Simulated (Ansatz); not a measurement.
Cd (diamond type) under strong compression

```
CELL_PARAMETERS angstrom
0.00000 3.34375 3.34375
3.34375 0.00000 3.34375
3.34375 3.34375 0.00000
ATOMIC_POSITIONS crystal
Cd 0.87500 0.87500 0.87500
Cd 0.12500 0.12500 0.12500
```

The cell comes from a relaxation on PAW files under the same functional, begun from a prototype that needn't be the stable phase.

Its volume is scaled at fixed shape and fractional positions.

Level of theory: DFT with PBE, scalar-relativistic, in Ansatz 0.2.0; a Γ-centred 12×12×12 k mesh, Fermi–Dirac smearing of 0.08 eV, no spin polarisation. LAPW: all electrons, basis error target 1 meV/atom; PAW: frozen-core files, cutoff 420 eV; crystal datasets: all electrons, by PAW datasets that the program makes for each cell; norm-conserving: pseudopotentials, cutoff 1071 eV; PAW (core large): files with a larger core, cutoff 420 eV.

Energies are extrapolated to zero smearing and count from the unscaled cell; pressure is positive in compression; gaps take the mesh and a band path. No temperature or zero-point motion is included.

The structure type is held throughout; the real material can change phase at far lower pressure.

```
V/V0  V (Å³/atom)  P LAPW (GPa)  ΔE LAPW (eV/atom)  P PAW − LAPW (GPa)  ΔE PAW − LAPW (meV/atom)
1.00        37.39          0.04              0.000               -0.01                       0.0
0.92        34.39          1.62              0.014               -0.01                      -0.1
0.84        31.40          4.41              0.068               -0.01                      -0.2
0.76        28.41          9.23              0.191               -0.02                      -0.5
0.68        25.42         17.71              0.434               -0.03                      -0.9
0.60        22.43             ?                  ?                   ?                         ?
0.52        19.44          63.4              1.765               -0.09                      -2.9
0.45        16.82         114.3              3.171               -0.14                      -4.8
```

Question: Fit the Vinet equation to the LAPW pressures shown (residuals weighted by 1/(|P| + 0.03·Pmax)), and predict the pressure of the withheld row.

Answer: The fit gives V0 = 37.52 Å³/atom, B0 = 14 GPa and B0′ = 6.42. At 22.43 Å³/atom, x = (V/V0)^(1/3) = 0.8424, and P = 3·B0·(1 − x)/x²·exp[1.5·(B0′ − 1)·(1 − x)] = 33.7 GPa. The run itself gave 33.3 GPa (+1.1 % off) and ΔE = 0.894 eV/atom.

Question: From the table, what is the rise of the enthalpy H = E + pV up to the last row, and how stiff is the crystal between the last two rows?

Answer: ΔH = 3.171 eV + (114.3 GPa × 16.82 Å³ − 0.04 GPa × 37.39 Å³) × 0.006242 eV/(GPa·Å³) = 15.16 eV/atom, of which pV makes 79 %. The mean bulk modulus there is −ΔP/Δln V = 352 GPa.

Question: At the smallest volume, how far do crystal datasets and norm-conserving and PAW (core large) lie from LAPW in pressure?

Answer: crystal datasets: 0.00 GPa; norm-conserving: +0.12 GPa; PAW (core large): -0.14 GPa, on a LAPW pressure of 114.3 GPa.
